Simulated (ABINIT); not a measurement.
# La (Im-3m) in ABINIT: single point with LDA

Aim: the single point of La with LDA.

All numbers are computed with ABINIT 10.8.3 (patched build); they aren't measurements. Logs are shortened: lines on timing, memory, paths and dates and some standing lists are left out, and cuts for length are marked. The log counts tension as positive stress, the text compression.

## (1) The crystal as given

It takes space group Im-3m (No. 229, cubic). The conventional cell has a = 4.248 Å, b = 4.248 Å, c = 4.248 Å, α = 90.00°, β = 90.00°, γ = 90.00°. Around La (site symmetry m-3m) lie 8 La at 3.68 Å.

This isn't the form of La at room conditions, which is double hcp.

## (2) Single point, LDA

The input, run.abi:

```
pp_dirpath "./"
pseudos "La_sc.hgh"

acell 6.9515150046 6.9515150046 6.9515150046
rprim
    -0.5773502692     0.5773502692     0.5773502692
     0.5773502692    -0.5773502692     0.5773502692
     0.5773502692     0.5773502692    -0.5773502692
ntypat 1
znucl 57
natom 1
typat 1
xred
     0.0000000000     0.0000000000     0.0000000000

ecut 31.0

kptopt 1
ngkpt 7 7 7
nshiftk 1
shiftk 0.0 0.0 0.0

ixc 7

nband 13
occopt 3
tsmear 0.05 eV

nstep 100
tolvrs 1.0e-10

iomode 3
prtwf 0
prteig 0
prtebands 0
enunit 2
prtden 1
prtvha 1
prtvclmb 1
prtpot 1
prtelf 1
```

Potentials or basis: HGH LDA semicore.

Launch:

```console
$ abinit run.abi > log 2>&1
```

run.abo:

```text
.Version 10.8.3 of ABINIT
 Symmetries : space group Im -3 m (#229); Bravais cI (body-center cubic)
================================================================================
 Values of the parameters that define the memory need of the present run
     intxc =       0    ionmov =       0      iscf =       7    lmnmax =       7
     lnmax =       7     mgfft =      36  mpssoang =       4    mqgrid =    3001
     natom =       1  nloc_mem =       1    nspden =       1   nspinor =       1
    nsppol =       1      nsym =      48    n1xccc =       0    ntypat =       1
    occopt =       3   xclevel =       1
       mpw =        2145          nfft =       46656          nkpt =          20
================================================================================
================================================================================

--------------------------------------------------------------------------------
------------- Echo of variables that govern the present computation ------------
--------------------------------------------------------------------------------
 -outvars: echo values of preprocessed input variables --------
            acell      6.9515150046E+00  6.9515150046E+00  6.9515150046E+00 Bohr
              amu      1.38905500E+02
             ecut      3.10000000E+01 Hartree
           enunit           2
              ixc           7
         kptrlatt        7    0    0      0    7    0      0    0    7
          kptrlen      4.86606050E+01
            natom           1
            nband          13
            ngfft          36      36      36
             nkpt          20
            nstep         100
             nsym          48
           ntypat           1
           occopt           3
        prtebands           0
           prteig           0
           prtelf           1
           prtpot           1
         prtvclmb           1
           prtvha           1
            prtwf           0
            rprim     -5.7735026920E-01  5.7735026920E-01  5.7735026920E-01
                       5.7735026920E-01 -5.7735026920E-01  5.7735026920E-01
                       5.7735026920E-01  5.7735026920E-01 -5.7735026920E-01
          spgroup         229
           tolvrs      1.00000000E-10
           tsmear      1.83746611E-03 Hartree
            typat      1
            znucl       57.00000

================================================================================

 chkinp: Checking input parameters for consistency.

================================================================================
== DATASET  1 ==================================================================

--- !DatasetInfo
iteration_state: {dtset: 1, }
dimensions: {natom: 1, nkpt: 20, mband: 13, nsppol: 1, nspinor: 1, nspden: 1, mpw: 2145, }
cutoff_energies: {ecut:  31.0, pawecutdg:  -1.0, }
electrons: {nelect:   1.10000000E+01, charge:   0.00000000E+00, occopt:   3.00000000E+00, tsmear:   1.83746611E-03, }
meta: {optdriver: 0, ionmov: 0, optcell: 0, iscf: 7, paral_kgb: 0, }
...

 Exchange-correlation functional for the present dataset will be:
  LDA: Perdew-Wang 92 LSD fit to Ceperley-Alder data - ixc=7
  J.P.Perdew and Y.Wang, PRB 45, 13244 (1992)

 Real(R)+Recip(G) space primitive vectors, cartesian coordinates (Bohr,Bohr^-1):
 R(1)= -4.0134591  4.0134591  4.0134591  G(1)=  0.0000000  0.1245808  0.1245808
 R(2)=  4.0134591 -4.0134591  4.0134591  G(2)=  0.1245808  0.0000000  0.1245808
 R(3)=  4.0134591  4.0134591 -4.0134591  G(3)=  0.1245808  0.1245808  0.0000000
 Unit cell volume ucvol=  2.5859284E+02 bohr^3
 Angles (23,13,12)=  1.09471221E+02  1.09471221E+02  1.09471221E+02 degrees

 getcut: wavevector=  0.0000  0.0000  0.0000  ngfft=  36  36  36
         ecut(hartree)=     31.000   => boxcut(ratio)=   2.06622

--- Pseudopotential description ------------------------------------------------
- pspini: atom type   1  psp file is ./La_sc.hgh
    3    1    3    0      2001   0.00000      pspcod,pspxc,lmax,lloc,mmax,r2well

 pspatm : COMMENT -
  the projectors are not normalized,
  so that the KB energies are not consistent with
  definition in PRB44, 8503 (1991).
  However, this does not influence the results obtained hereafter.

   6.28406501E+02                                ecore*ucvol(ha*bohr**3)
--------------------------------------------------------------------------------

================================================================================

--- !BeginCycle
iteration_state: {dtset: 1, }
solver: {iscf: 7, nstep: 100, nline: 4, wfoptalg: 0, }
tolerances: {tolvrs: 1.00E-10, }
...

     iter   Etot(hartree)      deltaE(h)  residm     vres2
 ETOT  1  -31.612374814089    -3.161E+01 8.740E-02 7.844E+02
 ETOT  2  -31.744192205770    -1.318E-01 1.095E-02 2.156E-01
 ETOT  3  -31.744254597216    -6.239E-05 6.572E-03 4.681E-03
 ETOT  4  -31.744258426891    -3.830E-06 2.499E-03 6.236E-05
 ETOT  5  -31.744258764474    -3.376E-07 2.349E-03 2.957E-07
 ETOT  6  -31.744258799328    -3.485E-08 7.305E-04 4.102E-08
 ETOT  7  -31.744258803273    -3.946E-09 1.233E-03 4.179E-09
 ETOT  8  -31.744258803741    -4.680E-10 6.854E-04 8.225E-10
 ETOT  9  -31.744258803797    -5.581E-11 7.624E-04 1.178E-10
 ETOT 10  -31.744258803804    -6.970E-12 5.980E-04 1.643E-11

 At SCF step   10       vres2   =  1.64E-11 < tolvrs=  1.00E-10 =>converged.

 Compute ELF
--------------------------------------------------------------------------------

 Compute kinetic energy density

 Compute gradient of the electron density
 Electron Localization Function (ELF) [min:0;max:1]
)     Maximum=    8.6877E-01  at reduced coord.    0.7500    0.9167    0.9167
)     Minimum=    2.4052E-07  at reduced coord.    0.0000    0.0000    0.0000
   Integrated=    8.6669E+01

--------------------------------------------------------------------------------
 End of ELF section

 Cartesian components of stress tensor (hartree/bohr^3)
  sigma(1 1)=  1.07046804E-04  sigma(3 2)=  0.00000000E+00
  sigma(2 2)=  1.07046804E-04  sigma(3 1)=  0.00000000E+00
  sigma(3 3)=  1.07046804E-04  sigma(2 1)=  0.00000000E+00

--- !ResultsGS
iteration_state: {dtset: 1, }
comment   : Summary of ground state results
lattice_vectors:
- [ -4.0134591,   4.0134591,   4.0134591, ]
- [  4.0134591,  -4.0134591,   4.0134591, ]
- [  4.0134591,   4.0134591,  -4.0134591, ]
lattice_lengths: [   6.95152,    6.95152,    6.95152, ]
lattice_angles: [109.471, 109.471, 109.471, ] # degrees, (23, 13, 12)
lattice_volume:   2.5859284E+02
convergence: {deltae: -6.970E-12, res2:  1.643E-11, residm:  5.980E-04, diffor: null, }
etotal    :  -3.17442588E+01
entropy   :   0.00000000E+00
fermie    :   1.71083823E-01
cartesian_stress_tensor: # hartree/bohr^3
- [  1.07046804E-04,   0.00000000E+00,   0.00000000E+00, ]
- [  0.00000000E+00,   1.07046804E-04,   0.00000000E+00, ]
- [  0.00000000E+00,   0.00000000E+00,   1.07046804E-04, ]
pressure_GPa:  -3.1494E+00
xred      :
- [  0.0000E+00,   0.0000E+00,   0.0000E+00, La]
cartesian_forces: # hartree/bohr
- [ -0.00000000E+00,  -0.00000000E+00,  -0.00000000E+00, ]
force_length_stats: {min:   0.00000000E+00, max:   0.00000000E+00, mean:   0.00000000E+00, }
...

 Integrated electronic density in atomic spheres:
 ------------------------------------------------
 Atom  Sphere_radius  Integrated_density
    1        2.00000          5.96985486
================================================================================

 ----iterations are completed or convergence reached----

 Mean square residual over all n,k,spin=   74.692E-07; max=  59.796E-05
 reduced coordinates (array xred) for    1 atoms
       0.000000000000      0.000000000000      0.000000000000
 rms dE/dt=  0.0000E+00; max dE/dt=  0.0000E+00; dE/dt below (all hartree)
    1       0.000000000000      0.000000000000      0.000000000000

 cartesian coordinates (angstrom) at end:
    1      0.00000000000000     0.00000000000000     0.00000000000000

 cartesian forces (hartree/bohr) at end:
    1     -0.00000000000000    -0.00000000000000    -0.00000000000000
 frms,max,avg= 0.0000000E+00 0.0000000E+00   0.000E+00  0.000E+00  0.000E+00 h/b

 cartesian forces (eV/Angstrom) at end:
    1     -0.00000000000000    -0.00000000000000    -0.00000000000000
 frms,max,avg= 0.0000000E+00 0.0000000E+00   0.000E+00  0.000E+00  0.000E+00 e/A
 length scales=  6.951515004600  6.951515004600  6.951515004600 bohr
              =  3.678583319189  3.678583319189  3.678583319189 angstroms
 Fermi (or HOMO) energy (hartree) =   0.17108   Average Vxc (hartree)=  -0.35174
 Eigenvalues (hartree) for nkpt=  20  k points:
 kpt#   1, nband= 13, wtk=  0.00292, kpt=  0.0000  0.0000  0.0000 (reduced coord)
  -1.07184   -0.42389   -0.42389   -0.42389    0.04841    0.21939    0.21939    0.21939
   0.30140    0.30140    0.43398    0.43398    0.43398
      occupation numbers for kpt#   1
   2.00000    2.00000    2.00000    2.00000    2.00000    0.00000    0.00000    0.00000
   0.00000    0.00000    0.00000    0.00000    0.00000
 prteigrs : prtvol=0 or 1, do not print more k-points.

 Fermi (or HOMO) energy (eV) =   4.65543   Average Vxc (eV)=  -9.57132
 Eigenvalues (   eV  ) for nkpt=  20  k points:
 kpt#   1, nband= 13, wtk=  0.00292, kpt=  0.0000  0.0000  0.0000 (reduced coord)
 -29.16639  -11.53469  -11.53469  -11.53469    1.31733    5.96990    5.96990    5.96990
   8.20145    8.20145   11.80931   11.80931   11.80931
 prteigrs : prtvol=0 or 1, do not print more k-points.

--- !EnergyTerms
iteration_state     : {dtset: 1, }
comment             : Components of total free energy in Hartree
kinetic             :  8.34484107669913E+00
hartree             :  3.67950564284804E+00
xc                  : -4.29117221604639E+00
Ewald energy        : -2.74294094501392E+01
psp_core            :  2.43010011917401E+00
local_psp           : -1.42719406911487E+01
non_local_psp       : -2.05376712965485E-01
internal            : -3.17434522315787E+01
'-kT*entropy'       : -8.06572225570633E-04
total_energy        : -3.17442588038042E+01
total_energy_eV     : -8.63805287402700E+02
band_energy         : -4.38379719806532E+00
...

 Cartesian components of stress tensor (hartree/bohr^3)
  sigma(1 1)=  1.07046804E-04  sigma(3 2)=  0.00000000E+00
  sigma(2 2)=  1.07046804E-04  sigma(3 1)=  0.00000000E+00
  sigma(3 3)=  1.07046804E-04  sigma(2 1)=  0.00000000E+00

-Cartesian components of stress tensor (GPa)         [Pressure= -3.1494E+00 GPa]
- sigma(1 1)=  3.14942571E+00  sigma(3 2)=  0.00000000E+00
- sigma(2 2)=  3.14942571E+00  sigma(3 1)=  0.00000000E+00
- sigma(3 3)=  3.14942571E+00  sigma(2 1)=  0.00000000E+00

== END DATASET(S) ==============================================================
================================================================================

 -outvars: echo values of variables after computation  --------
            acell      6.9515150046E+00  6.9515150046E+00  6.9515150046E+00 Bohr
           etotal     -3.1744258804E+01
            fcart     -0.0000000000E+00 -0.0000000000E+00 -0.0000000000E+00
            rprim     -5.7735026920E-01  5.7735026920E-01  5.7735026920E-01
                       5.7735026920E-01 -5.7735026920E-01  5.7735026920E-01
                       5.7735026920E-01  5.7735026920E-01 -5.7735026920E-01
           strten      1.0704680397E-04  1.0704680397E-04  1.0704680397E-04
                       0.0000000000E+00  0.0000000000E+00  0.0000000000E+00
 Calculation completed.
```

Run time: 14 s. Hardware: 1 thread of Intel Xeon Platinum 8488C (Sapphire Rapids), shared host; peak memory 0.07 GiB.

What came out:

```yaml
Free_energy: -863.8053 eV
Pressure: -3.1 GPa
Band_gap_on_the_k_mesh: none (metal or under the smearing width)
Valence_electrons_inside_the_program's_atomic_spheres: La 5.97 (radii [1.0584] Å)
```

Caveat: HGH potentials are hard and often keep d shells in the core, so these values are rough.
